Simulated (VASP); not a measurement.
Crystal: InP.

```
CELL_PARAMETERS angstrom
0.00000 2.93050 2.93050
2.93050 0.00000 2.93050
2.93050 2.93050 0.00000
ATOMIC_POSITIONS crystal
In 0.00000 0.00000 0.00000
P 0.75000 0.75000 0.75000
```

Base run:

| Item | Value |
| --- | --- |
| Program | VASP 6.6.1 |
| Functional | SCAN |
| Potentials or basis | VASP PAW PBE potentials, release 64 (In_d, P) |
| Cutoff | 520 eV |
| k mesh | 6 × 6 × 6 |
| Occupations | fermi-dirac, width 0.05 eV |
| Spin | spin-orbit coupling, no magnetisation |

Its results: pressure 0.9 GPa.

Problem. The run is repeated on the same cell with these changes: functional from SCAN to r2SCAN; further incar settings from ALGO = Normal; EDIFF = 1e-07; NBANDS = 30 to ALGO = Normal; EDIFF = 1e-07. What comes out?

Solution. Pressure 1.5 GPa.

Caveats: the PAW data sets were made with another functional, which shifts forces and pressure a little.
